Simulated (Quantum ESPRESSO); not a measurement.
# Si (P6_3/mmc) in Quantum ESPRESSO: further runs, part 3 of 3

Quantum ESPRESSO 7.5.

## Step 4: Phonons, LDA

The input, pw.in:

```
&CONTROL
  calculation = 'scf'
  prefix = 'pwscf'
  outdir = './tmp'
  pseudo_dir = './pseudo'
  tprnfor = .true.
  tstress = .true.
  disk_io = 'low'
/
&SYSTEM
  ibrav = 0
  celldm(1) = 8
  nat = 4
  ntyp = 1
  ecutwfc = 32
  nbnd = 14
  occupations = 'smearing'
  smearing = 'fd'
  degauss = 0.00367493
/
&ELECTRONS
  conv_thr = 8d-10
  electron_maxstep = 120
  mixing_beta = 0.5
/
ATOMIC_SPECIES
Si    28.0850 Si.upf
CELL_PARAMETERS alat
  0.9050175871052   0.0000000000000   0.0000000000000
 -0.4525087935644   0.7837682213152   0.0000000000000
  0.0000000000000   0.0000000000000   1.4958651538947
ATOMIC_POSITIONS crystal
Si     0.6666666667    0.3333333333    0.9369905000
Si     0.3333333333    0.6666666667    0.4369905000
Si     0.6666666667    0.3333333333    0.5630095000
Si     0.3333333333    0.6666666667    0.0630095000
K_POINTS automatic
8 8 4 0 0 1
```

The input, relax.in:

```
&CONTROL
  calculation = 'vc-relax'
  prefix = 'pwscf'
  outdir = './tmp'
  pseudo_dir = './pseudo'
  tprnfor = .true.
  tstress = .true.
  disk_io = 'low'
  nstep = 40
  forc_conv_thr = 0.0001
  etot_conv_thr = 1d-06
/
&SYSTEM
  ibrav = 0
  celldm(1) = 8
  nat = 4
  ntyp = 1
  ecutwfc = 32
  nbnd = 14
  occupations = 'smearing'
  smearing = 'fd'
  degauss = 0.00367493
/
&ELECTRONS
  conv_thr = 8d-10
  electron_maxstep = 120
  mixing_beta = 0.5
/
&IONS
  ion_dynamics = 'bfgs'
/
&CELL
  cell_dynamics = 'bfgs'
  press = 0
  press_conv_thr = 0.2
/
ATOMIC_SPECIES
Si    28.0850 Si.upf
CELL_PARAMETERS alat
  0.9050175871112   0.0000000000068   0.0000000000000
 -0.4525087935615   0.7837682213066   0.0000000000000
  0.0000000000000   0.0000000000000   1.4958651538947
ATOMIC_POSITIONS crystal
Si     0.6666666666    0.3333333332    0.9369905000
Si     0.3333333332    0.6666666666    0.4369905000
Si     0.6666666666    0.3333333332    0.5630095000
Si     0.3333333332    0.6666666666    0.0630095000
K_POINTS automatic
8 8 4 0 0 1
```

The input, gamma.in:

```
&CONTROL
  calculation = 'bands'
  prefix = 'pwscf'
  outdir = './tmp'
  pseudo_dir = './pseudo'
  disk_io = 'low'
  verbosity = 'high'
/
&SYSTEM
  ibrav = 0
  celldm(1) = 8
  nat = 4
  ntyp = 1
  ecutwfc = 32
  nbnd = 14
  occupations = 'smearing'
  smearing = 'fd'
  degauss = 0.00367493
/
&ELECTRONS
  conv_thr = 1d-08
  electron_maxstep = 120
  mixing_beta = 0.5
  diago_full_acc = .true.
  startingwfc = 'random'
/
ATOMIC_SPECIES
Si    28.0850 Si.upf
CELL_PARAMETERS alat
  0.8968830389098   0.0000000000068   0.0000000000000
 -0.4484415194608   0.7767234959158   0.0000000000000
  0.0000000000000   0.0000000000000   1.4831846510325
ATOMIC_POSITIONS crystal
Si     0.6666666665    0.3333333331    0.9369985868
Si     0.3333333331    0.6666666665    0.4369985868
Si     0.6666666665    0.3333333331    0.5630014132
Si     0.3333333331    0.6666666665    0.0630014132
K_POINTS crystal
1
0.0 0.0 0.0 1
```

The input, scf2.in:

```
&CONTROL
  calculation = 'scf'
  prefix = 'pwscf'
  outdir = './tmp'
  pseudo_dir = './pseudo'
  tprnfor = .true.
  tstress = .true.
  disk_io = 'low'
/
&SYSTEM
  ibrav = 0
  celldm(1) = 8
  nat = 4
  ntyp = 1
  ecutwfc = 32
  nbnd = 14
  occupations = 'fixed'
/
&ELECTRONS
  conv_thr = 1d-13
  electron_maxstep = 120
  mixing_beta = 0.5
  startingpot = 'file'
/
ATOMIC_SPECIES
Si    28.0850 Si.upf
CELL_PARAMETERS alat
  0.8968830389098   0.0000000000068   0.0000000000000
 -0.4484415194608   0.7767234959158   0.0000000000000
  0.0000000000000   0.0000000000000   1.4831846510325
ATOMIC_POSITIONS crystal
Si     0.6666666665    0.3333333331    0.9369985868
Si     0.3333333331    0.6666666665    0.4369985868
Si     0.6666666665    0.3333333331    0.5630014132
Si     0.3333333331    0.6666666665    0.0630014132
K_POINTS automatic
8 8 4 0 0 1
```

The input, ph.in:

```
phonons of Si
&INPUTPH
  prefix = 'pwscf'
  outdir = './tmp'
  tr2_ph = 1d-18
  fildyn = 'dyn'
  niter_ph = 90
  alpha_mix(1) = 0.7
/
0.3716575282 0.6437297218 0.3371124422
```

Potentials or basis: PseudoDojo 0.4.1 SR LDA standard.

The run is started by

```sh
> OMP_NUM_THREADS=1 mpirun -n 4 pw.x -nk 4 -in pw.in > pw.out
> OMP_NUM_THREADS=1 mpirun -n 4 pw.x -nk 4 -in relax.in > relax.out
> OMP_NUM_THREADS=1 mpirun -n 4 pw.x -in gamma.in > gamma.out
> OMP_NUM_THREADS=1 mpirun -n 4 pw.x -nk 4 -in scf2.in > scf2.out
> OMP_NUM_THREADS=1 mpirun -n 4 ph.x -nk 4 -in ph.in > ph.out
```

pw.out:

```text
This program is part of the open-source Quantum ESPRESSO suite
     for quantum simulation of materials; please cite
[... 6 lines left out ...]
     using ibrav=0 with symmetry is DISCOURAGED, use correct ibrav instead

     K-points division:     npool     =       4
     Subspace diagonalization in iterative solution of the eigenvalue problem:
     a serial algorithm will be used

     G-vector sticks info
     --------------------
     sticks:   dense  smooth     PW     G-vecs:    dense   smooth      PW
     Sum         463     463    139                13285    13285    2237

     Using Slab Decomposition

     bravais-lattice index     =            0
     lattice parameter (alat)  =       8.0000  a.u.
     unit-cell volume          =     543.2592 (a.u.)^3
     number of atoms/cell      =            4
     number of atomic types    =            1
     number of electrons       =        16.00
     number of Kohn-Sham states=           14
     kinetic-energy cutoff     =      32.0000  Ry
     charge density cutoff     =     128.0000  Ry
     scf convergence threshold =      8.0E-10
     mixing beta               =       0.5000
     number of iterations used =            8  plain     mixing
     Exchange-correlation= SLA  PW   NOGX NOGC
                           (   1   4   0   0   0   0   0)

     celldm(1)=   8.000000  celldm(2)=   0.000000  celldm(3)=   0.000000
     celldm(4)=   0.000000  celldm(5)=   0.000000  celldm(6)=   0.000000

     crystal axes: (cart. coord. in units of alat)
               a(1) = (   0.905018   0.000000   0.000000 )
               a(2) = (  -0.452509   0.783768   0.000000 )
               a(3) = (   0.000000   0.000000   1.495865 )

     reciprocal axes: (cart. coord. in units 2 pi/alat)
               b(1) = (  1.104951  0.637944 -0.000000 )
               b(2) = (  0.000000  1.275887  0.000000 )
               b(3) = (  0.000000 -0.000000  0.668509 )

     PseudoPot. # 1 for Si read from file:
     Si.upf
     Pseudo is Norm-conserving + core correction, Zval =  4.0
     Generated using ONCVPSP code by D. R. Hamann
     Using radial grid of 1510 points,  6 beta functions with:
                l(1) =   0
                l(2) =   0
                l(3) =   1
                l(4) =   1
                l(5) =   2
                l(6) =   2

     atomic species   valence    mass     pseudopotential
     Si                4.00    28.08500     Si( 1.00)

     24 Sym. Ops., with inversion, found (12 have fractional translation)

   Cartesian axes

     site n.     atom                  positions (alat units)
         1        Si     tau(   1) = (   0.4525088   0.2612561   1.4016114  )
         2        Si     tau(   2) = (  -0.0000000   0.5225121   0.6536789  )
         3        Si     tau(   3) = (   0.4525088   0.2612561   0.8421863  )
         4        Si     tau(   4) = (  -0.0000000   0.5225121   0.0942537  )

     number of k points=    20  Fermi-Dirac smearing, width (Ry)=  0.0037
                       cart. coord. in units 2pi/alat
        k(    1) = (   0.0000000   0.0000000   0.0835637), wk =   0.0156250
        k(    2) = (   0.0000000   0.0000000   0.2506910), wk =   0.0156250
        k(    3) = (   0.0000000   0.1594859   0.0835637), wk =   0.0937500
        k(    4) = (   0.0000000   0.1594859   0.2506910), wk =   0.0937500
        k(    5) = (   0.0000000   0.3189719   0.0835637), wk =   0.0937500
        k(    6) = (   0.0000000   0.3189719   0.2506910), wk =   0.0937500
[... 12 lines left out ...]
        k(   19) = (   0.2762377   0.6379437   0.0835637), wk =   0.0937500
        k(   20) = (   0.2762377   0.6379437   0.2506910), wk =   0.0937500

     Dense  grid:    13285 G-vectors     FFT dimensions: (  27,  27,  48)

     Initial potential from superposition of free atoms

     starting charge      15.9978, renormalised to      16.0000
     Starting wfcs are   16 randomized atomic wfcs

     Self-consistent Calculation

     iteration #  1     ecut=    32.00 Ry     beta= 0.50
     Davidson diagonalization with overlap
     ethr =  1.00E-02,  avg # of iterations =  4.3

     Threshold (ethr) on eigenvalues was too large:
     Diagonalizing with lowered threshold

     Davidson diagonalization with overlap
     ethr =  6.66E-04,  avg # of iterations =  1.9

     total energy              =     -34.09765766 Ry
     estimated scf accuracy    <       0.11585628 Ry
[... 50 lines left out ...]
     iteration #  9     ecut=    32.00 Ry     beta= 0.50
     Davidson diagonalization with overlap
     ethr =  6.39E-12,  avg # of iterations =  2.0

     End of self-consistent calculation

          k = 0.0000 0.0000 0.0836 (  1677 PWs)   bands (ev):

    -5.9069  -3.8676  -0.7107   4.7609   4.7609   5.3433   6.1363   6.1363
     7.2075   8.2960   8.2960   8.8022   9.6855  10.2621
[... 33 lines left out ...]
    -3.9925  -3.2678  -0.5505   0.2585   2.7532   3.7055   4.1857   4.2818
     6.8096   7.5421   8.0697   9.3042  10.8645  12.7230

          k = 0.0000-0.6379 0.0836 (  1632 PWs)   bands (ev):

    -3.7262  -2.2530  -1.4504   0.0941   1.7818   3.2267   3.4292   4.7006
     6.6123   8.0296   9.0469   9.5182  10.9542  10.9666

          k = 0.0000-0.6379 0.2507 (  1666 PWs)   bands (ev):

    -3.3699  -2.7441  -1.3174  -0.6696   3.0743   3.5523   4.1210   4.1309
     6.8763   6.9883   8.1096   8.4645  10.8537  12.9090

          k = 0.1381 0.2392 0.0836 (  1678 PWs)   bands (ev):
[... 46 lines left out ...]
    -2.8738  -2.4750  -1.2263  -0.8091   1.6310   2.2917   3.7130   4.1518
     7.8056   8.3474   8.9619  10.3512  11.1246  11.3145

     the Fermi energy is     6.3613 ev

!    total energy              =     -34.09702266 Ry
     estimated scf accuracy    <          3.0E-11 Ry
     smearing contrib. (-TS)   =      -0.00001517 Ry
     internal energy E=F+TS    =     -34.09700749 Ry

     The total energy is F=E-TS. E is the sum of the following terms:
     one-electron contribution =       9.53483833 Ry
     hartree contribution      =       2.24246299 Ry
     xc contribution           =     -12.38415511 Ry
     ewald contribution        =     -33.49015370 Ry

     convergence has been achieved in   9 iterations

     Forces acting on atoms (cartesian axes, Ry/au):

     atom    1 type  1   force =    -0.00000000    0.00000000    0.00061436
     atom    2 type  1   force =    -0.00000000   -0.00000000    0.00061436
     atom    3 type  1   force =     0.00000000    0.00000000   -0.00061436
     atom    4 type  1   force =    -0.00000000   -0.00000000   -0.00061436

     Total force =     0.001229     Total SCF correction =     0.000000

     Computing stress (Cartesian axis) and pressure

          total   stress  (Ry/bohr**3)                   (kbar)     P=      -24.23
  -0.00016750  -0.00000000  -0.00000000          -24.64       -0.00       -0.00
  -0.00000000  -0.00016750  -0.00000000           -0.00      -24.64       -0.00
   0.00000000   0.00000000  -0.00015908            0.00        0.00      -23.40

=------------------------------------------------------------------------------=
   JOB DONE.
=------------------------------------------------------------------------------=
```

Run time: 67 s. Hardware: 4 MPI ranks of Arm Neoverse V2, shared host; peak memory 0.36 GiB.

Results:

| Property | Result |
| --- | --- |
| Free energy | -463.9296 eV |
| Relaxed volume | 19.60 Å³/atom |
| Relaxed cell | a = 3.797 Å, b = 3.797 Å, c = 6.279 Å, α = 90.00°, β = 90.00°, γ = 120.00° |
| Space group after relaxing (to 0.05 Å) | P6_3/mmc (No. 194) |
| Pressure after relaxing | 0.0 GPa |
| Highest phonon frequency at the q point run | 472 cm⁻¹ |

Step by step:
```tsv
step	energy change (eV)	largest force (eV/Å)	pressure (GPa)	volume (Å³)
1	0.0000	0.0158	-2.42	80.50
2	-0.0117	0.0003	-1.33	79.51
3	-0.0164	0.0088	0.06	78.34
4	-0.0164	0.0043	0.00	78.39
5	-0.0164	0.0020	-0.01	78.39
```

Final structure:
```
CELL_PARAMETERS angstrom
3.79688 0.00000 0.00000
-1.89844 3.28819 0.00000
0.00000 0.00000 6.27894
ATOMIC_POSITIONS crystal
Si 0.66667 0.33333 0.93700
Si 0.33333 0.66667 0.43700
Si 0.66667 0.33333 0.56300
Si 0.33333 0.66667 0.06300
```

Phonon frequencies in cm⁻¹ (negative: imaginary):
```tsv
q point	frequencies
(0.333, 0.333, 0.500)	131 131 206 206 358 358 382 382 463 463 472 472
```

Caveat: the gap on the mesh is small and may close between mesh points, in which case fixed occupations spoil the response.
